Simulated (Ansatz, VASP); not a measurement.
**One calculation of ZnS, two programs**

```xyz
2
Lattice="3.1322 0.0000 0.0000 0.0000 3.1322 0.0000 0.0000 0.0000 3.1322" Properties=species:S:1:pos:R:3 pbc="T T T"
Zn    0.0000    0.0000    0.0000
S     1.5661    1.5661    1.5661
```

Change from the starting cell: volume scaled by 0.94, PAW files.

Alike in both runs: task single point; functional PBE; k mesh 15 × 15 × 15; occupations fermi-dirac, width 0.1 eV; no spin polarisation.

|  | VASP | Ansatz |
| --- | --- | --- |
| version | VASP 6.6.1 | Ansatz 0.2.0 |
| potentials or method | VASP PAW PBE potentials, release 64 (Zn, S) | PAW with Ansatz's default frozen-core files, scalar-relativistic |
| plane-wave cutoff (eV) | 520 | 420 |
| valence electrons in the cell | 18 | 18 |

Ansatz gave:

| Quantity | Value |
| --- | --- |
| pressure (GPa) | 5.3 |

**Question.** Which values does VASP return?

**Answer.** Pressure (GPa): 5.5.
